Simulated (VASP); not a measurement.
Input of a VASP 6.6.1 run:

Contents of INCAR:

```
SYSTEM = SiRu
PREC = Accurate ; ENCUT = 520
EDIFF = 1E-7 ; ISMEAR = 0
SIGMA = 0.1 ; LREAL = .FALSE.
LASPH = .TRUE. ; NELM = 100
ALGO = Normal ; ISIF = 2
LWAVE = .FALSE. ; LCHARG = .FALSE.
GGA = PS ; NBANDS = 46
```

Contents of KPOINTS:

```
regular mesh
0
G
  12 12 12
  0 0 0
```

The input POSCAR:

```
SiRu
1.0
    4.6904800000      0.0000000000      0.0000000000
    0.0000000000      4.6904800000      0.0000000000
    0.0000000000      0.0000000000      4.6904800000
Si Ru
4 4
Direct
    0.1616100000      0.3383900000      0.6616100000
    0.3383900000      0.6616100000      0.1616100000
    0.6616100000      0.1616100000      0.3383900000
    0.8383900000      0.8383900000      0.8383900000
    0.8686500000      0.6313500000      0.3686500000
    0.6313500000      0.3686500000      0.8686500000
    0.3686500000      0.8686500000      0.6313500000
    0.1313500000      0.1313500000      0.1313500000
```

Potentials or basis: VASP PAW PBE potentials, release 64 (Si, Ru_pv).

Launch:

```bash
$ cat potpaw_PBE.64/Si/POTCAR potpaw_PBE.64/Ru_pv/POTCAR > POTCAR
$ mpirun -np 1 vasp_std > vasp.out
```

Problem. Predict the band gap on the k mesh.

Solution. 0.24 eV, indirect (least direct gap 0.32 eV).

Problem. Predict the pressure.

Solution. 0.0 GPa.

Caveat: the PAW data sets were made with another functional, which shifts forces and pressure a little. A k mesh can miss the band edges.
